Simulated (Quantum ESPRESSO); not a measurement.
A run of Quantum ESPRESSO 7.5 is set up as follows.

File pw.in:

```
&CONTROL
  calculation = 'vc-relax'
  prefix = 'pwscf'
  outdir = './tmp'
  pseudo_dir = './pseudo'
  tprnfor = .true.
  tstress = .true.
  disk_io = 'low'
  nstep = 40
  forc_conv_thr = 0.0004
  etot_conv_thr = 1d-05
/
&SYSTEM
  ibrav = 0
  nat = 1
  ntyp = 1
  ecutwfc = 64
  ecutrho = 515
  nbnd = 12
  occupations = 'smearing'
  smearing = 'fd'
  degauss = 0.00367493
/
&ELECTRONS
  conv_thr = 2d-10
  electron_maxstep = 120
  mixing_beta = 0.5
/
&IONS
  ion_dynamics = 'bfgs'
/
&CELL
  cell_dynamics = 'bfgs'
  press = 20
  press_conv_thr = 0.3
/
ATOMIC_SPECIES
Ta   180.9479 ta_pbesol_v1.uspp.F.UPF
CELL_PARAMETERS angstrom
  -1.6512800000    1.6512800000    1.6512800000
   1.6512800000   -1.6512800000    1.6512800000
   1.6512800000    1.6512800000   -1.6512800000
ATOMIC_POSITIONS angstrom
Ta     0.0000000000    0.0000000000    0.0000000000
K_POINTS automatic
11 11 11 0 0 0
```

Potentials or basis: GBRV 1.5 PBEsol.

Run with:

```console
$ OMP_NUM_THREADS=1 mpirun -n 2 pw.x -nk 2 -in pw.in > pw.out
```

(1) What does it give for the space group after relaxing (to 0.05 Å)?

(2) Estimate the band gap on the k mesh.

## Answers

(1) Im-3m (No. 229).

(2) none (metal or under the smearing width).
